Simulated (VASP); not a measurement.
# InAs (Fm-3m) in VASP: notebook

One crystal, InAs, is run at these levels: PBE; tasks: single point.

Program: VASP 6.6.1. These are calculated values, not measurements. Logs are shortened: lines on timing, memory, paths and dates and some standing lists are left out, and cuts for length are marked.

### 1 The structure

It takes space group Fm-3m (No. 225, cubic). Conventional cell: a = 5.755 Å, b = 5.755 Å, c = 5.755 Å, α = 90.00°, β = 90.00°, γ = 90.00°. Around In (site symmetry m-3m) lie 6 As at 2.88 Å. As (site symmetry m-3m) is surrounded by 6 In at 2.88 Å.

Measurements of this composition are mostly on another form, of space group No. 216.

### 2 Single point, PBE, spin-orbit coupling, no magnetisation

Input file INCAR:

```
ALGO = Normal ; EDIFF = 1E-7
ENCUT = 520 ; GGA = PE
GGA_COMPAT = F ; ISIF = 2
ISMEAR = 0 ; LASPH = T
LCHARG = F ; LORBIT = 11
LREAL = F ; LSORBIT = T
LWAVE = F ; MAGMOM = 0 0 0 0 0 0
NBANDS = 34 ; NELM = 100
PREC = Accurate ; SIGMA = 0.02
```

Input file KPOINTS:

```
k-points
0
Gamma
  10 10 10
```

Input file POSCAR:

```
InAs
1.0
    0.0000000000      2.8773040000      2.8773040000
    2.8773040000      0.0000000000      2.8773040000
    2.8773040000      2.8773040000      0.0000000000
In As
1 1
Direct
    0.5000000000      0.5000000000      0.5000000000
    0.0000000000      0.0000000000      0.0000000000
```

Potentials or basis: VASP PAW PBE potentials, release 64 (In_d, As).

The run is started by

```console
> cat potpaw_PBE.64/In_d/POTCAR potpaw_PBE.64/As/POTCAR > POTCAR
> mpirun -np 1 vasp_ncl > vasp.out
```

OUTCAR:

```text
EDIFF = 1E-7
   ENCUT = 520
   GGA = PE
   ISIF = 2
   ISMEAR = 0
   LASPH = T
   LORBIT = 11
   LREAL = F
   LSORBIT = T
   NELM = 100
   PREC = Accurate

 Found     47 irreducible k-points:

 Following reciprocal coordinates:
            Coordinates               Weight
  0.000000  0.000000  0.000000      1.000000
  0.100000  0.000000  0.000000      8.000000
  0.200000  0.000000  0.000000      8.000000
  0.300000  0.000000  0.000000      8.000000
  0.400000  0.000000  0.000000      8.000000
  0.500000  0.000000  0.000000      4.000000
   k-points           NKPTS =     47   k-points in BZ     NKDIM =     47   number of bands    NBANDS=     34
   number of dos      NEDOS =    301   number of ions     NIONS =      2
   total plane-waves  NPLWV =  27000
   dimension x,y,z NGX =    30 NGY =   30 NGZ =   30
   dimension x,y,z NGXF=    60 NGYF=   60 NGZF=   60
   ions per type =               1   1
   NGX,Y,Z   is equivalent  to a cutoff of  12.26, 12.26, 12.26 a.u.
   NGXF,Y,Z  is equivalent  to a cutoff of  24.51, 24.51, 24.51 a.u.
 SYSTEM =  unknown system
   PREC   = accura    normal or accurate (medium, high low for compatibility)
   ISTART =      0    job   : 0-new  1-cont  2-samecut
   ICHARG =      2    charge: 1-file 2-atom 10-const
   ISPIN  =      1    spin polarized calculation?
   LNONCOLLINEAR =      T non collinear calculations
   LSORBIT =      T    spin-orbit coupling
   LASPH  =      T    aspherical Exc in radial PAW
   ENCUT  =  520.0 eV  38.22 Ry    6.18 a.u.   7.57  7.57  7.57*2*pi/ulx,y,z
   NELM   =    100;   NELMIN=  2; NELMDL= -5     # of ELM steps
   EDIFF  = 0.1E-06   stopping-criterion for ELM
   LREAL  =      F    real-space projection
   EDIFFG = 0.1E-05   stopping-criterion for IOM
   NSW    =      0    number of steps for IOM
   IBRION =     -1    ionic relax: 0-MD 1-quasi-New 2-CG
   NFREE  =      0    steps in history (QN), initial steepest desc. (CG)
   ISIF   =      2    stress and relaxation
   ISYM   =      2    0-nonsym 1-usesym 2-fastsym
   POTIM  = 0.5000    time-step for ionic-motion
   TEBEG  =    0.0;   TEEND  =   0.0 temperature during run
   PSTRESS=    0.0 pullay stress
   NELECT =      18.0000    total number of electrons
   NUPDOWN=      -1.0000    fix difference up-down
   EMIN   =  10.00;   EMAX   =-10.00  energy-range for DOS
   EFERMI =   0.00;   METHOD = LEGACY
   ISMEAR =     0;   SIGMA  =   0.02  broadening in eV -4-tet -1-fermi 0-gaus
   EFERMI_NEDOS =   21; number of points for ismear=-14 and -15
   IALGO  =     38    algorithm
   IMIX   =      4    mixing-type and parameters
     AMIX     =   0.40;   BMIX     =  1.00
[... 251 lines left out ...]
  external PRESSURE =      -1.6768459 kB  Pullay stress =       0.0000000 kB

 VOLUME and BASIS-vectors are now :
 -----------------------------------------------------------------------------
  energy-cutoff  :      520.00
  volume of cell :       47.64
      direct lattice vectors                 reciprocal lattice vectors
     0.000000000  2.877304000  2.877304000    -0.173773783  0.173773783  0.173773783
     2.877304000  0.000000000  2.877304000     0.173773783 -0.173773783  0.173773783
     2.877304000  2.877304000  0.000000000     0.173773783  0.173773783 -0.173773783

 POSITION                                       TOTAL-FORCE (eV/Angst)
 -----------------------------------------------------------------------------------
      2.87730      2.87730      2.87730         0.000000      0.000000      0.000000
      0.00000      0.00000      0.00000         0.000000      0.000000      0.000000
 -----------------------------------------------------------------------------------
    total drift:                                0.000000      0.000000      0.000000

  FREE ENERGIE OF THE ION-ELECTRON SYSTEM (eV)
  ---------------------------------------------------
  free  energy   TOTEN  =        -7.3886005044 eV

  energy  without entropy=       -7.3885347958  energy(sigma->0) =       -7.38856765

 Spin-Orbit-Coupling matrix elements

 Ion:    1  E_soc:     -0.0676664
 l=   1
     0.0000000    -0.0050088    -0.0050088
    -0.0050088     0.0000000    -0.0050088
    -0.0050088    -0.0050088     0.0000000
 l=   2
     0.0000000    -0.0012729     0.0000000    -0.0012729    -0.0049961
    -0.0012729     0.0000000    -0.0037471    -0.0012729    -0.0012490
     0.0000000    -0.0037471     0.0000000    -0.0037471     0.0000000
    -0.0012729    -0.0012729    -0.0037471     0.0000000    -0.0012490
    -0.0049961    -0.0012490     0.0000000    -0.0012490     0.0000000
 l=   3
     0.0000000     0.0000000     0.0000000     0.0000000     0.0000000     0.0000000     0.0000000
     0.0000000     0.0000000     0.0000000     0.0000000     0.0000000     0.0000000     0.0000000
     0.0000000     0.0000000     0.0000000     0.0000000     0.0000000     0.0000000     0.0000000
     0.0000000     0.0000000     0.0000000     0.0000000     0.0000000     0.0000000     0.0000000
     0.0000000     0.0000000     0.0000000     0.0000000     0.0000000     0.0000000     0.0000000
     0.0000000     0.0000000     0.0000000     0.0000000     0.0000000     0.0000000     0.0000000
     0.0000000     0.0000000     0.0000000     0.0000000     0.0000000     0.0000000     0.0000000

 Ion:    2  E_soc:     -0.0317839
 l=   1
     0.0000000    -0.0052987    -0.0052987
    -0.0052987     0.0000000    -0.0052987
    -0.0052987    -0.0052987     0.0000000
 l=   2
     0.0000000    -0.0000009     0.0000000    -0.0000009     0.0000023
    -0.0000009     0.0000000     0.0000017    -0.0000009     0.0000006
     0.0000000     0.0000017     0.0000000     0.0000017     0.0000000
    -0.0000009    -0.0000009     0.0000017     0.0000000     0.0000006
     0.0000023     0.0000006     0.0000000     0.0000006     0.0000000
 l=   3
     0.0000000     0.0000000     0.0000000     0.0000000     0.0000000     0.0000000     0.0000000
     0.0000000     0.0000000     0.0000000     0.0000000     0.0000000     0.0000000     0.0000000
     0.0000000     0.0000000     0.0000000     0.0000000     0.0000000     0.0000000     0.0000000
     0.0000000     0.0000000     0.0000000     0.0000000     0.0000000     0.0000000     0.0000000
     0.0000000     0.0000000     0.0000000     0.0000000     0.0000000     0.0000000     0.0000000
     0.0000000     0.0000000     0.0000000     0.0000000     0.0000000     0.0000000     0.0000000
     0.0000000     0.0000000     0.0000000     0.0000000     0.0000000     0.0000000     0.0000000

 total charge

# of ion       s       p       d       tot
------------------------------------------
    1        0.876   0.556   9.880  11.312
    2        1.265   1.438   0.023   2.726
--------------------------------------------------
tot          2.141   1.994   9.903  14.038

 magnetization (x)

# of ion       s       p       d       tot
------------------------------------------
    1       -0.000   0.000   0.000  -0.000
    2        0.000   0.000   0.000   0.000
--------------------------------------------------
tot         -0.000   0.000   0.000  -0.000

 magnetization (y)

# of ion       s       p       d       tot
------------------------------------------
    1       -0.000   0.000   0.000  -0.000
    2        0.000   0.000   0.000   0.000
--------------------------------------------------
tot         -0.000   0.000   0.000  -0.000

 magnetization (z)

# of ion       s       p       d       tot
------------------------------------------
    1        0.000   0.000   0.000   0.000
    2       -0.000   0.000   0.000  -0.000
--------------------------------------------------
tot          0.000   0.000   0.000   0.000
```

stdout:

```text
POSCAR found type information on POSCAR InAs
 POSCAR found :  2 types and       2 ions
 scaLAPACK will be used
 LDA part: xc-table for (Slater+PW92), standard interpolation
 POSCAR, INCAR and KPOINTS ok, starting setup
 FFT: planning ... GRIDC
 FFT: planning ... GRID_SOFT
 FFT: planning ... GRID
 WAVECAR not read
 entering main loop
```

Run time: 86 s. Hardware: 1 thread of AMD EPYC 9R45 (Zen 5), shared host; peak memory 0.31 GiB.

These settings aren't checked as converged: the numbers below hold their error.

Results:

```yaml
Free_energy: -7.3886 eV
Pressure: -0.2 GPa
Valence_electrons_inside_the_program's_atomic_spheres: In 11.31; As 2.73
```

### 3 Single point, PBE, spin-orbit coupling, no magnetisation

Changes to INCAR since step 2:

```diff
@@ -1,3 +1,3 @@
 ALGO = Normal ; EDIFF = 1E-7
-ENCUT = 520 ; GGA = PE
+ENCUT = 750 ; GGA = PE
 GGA_COMPAT = F ; ISIF = 2
```

Input file KPOINTS:

```
k-points
0
Gamma
  8 8 8
```

POSCAR is that of step 2.

Potentials or basis: VASP PAW PBE potentials, release 64 (In_d, As).

The run is started by

```console
> cat potpaw_PBE.64/In_d/POTCAR potpaw_PBE.64/As/POTCAR > POTCAR
> mpirun -np 1 vasp_ncl > vasp.out
```

Run time: 1.7 min. Hardware: 1 thread of AMD EPYC 9R45 (Zen 5), shared host; peak memory 0.41 GiB.

The run converged, but some of its settings lie outside the range that counts as converged, so its numbers aren't taken as properties of the crystal.

Results:

```yaml
Free_energy: -7.3635 eV
Pressure: 0.1 GPa
Valence_electrons_inside_the_program's_atomic_spheres: In 11.32; As 2.72
```
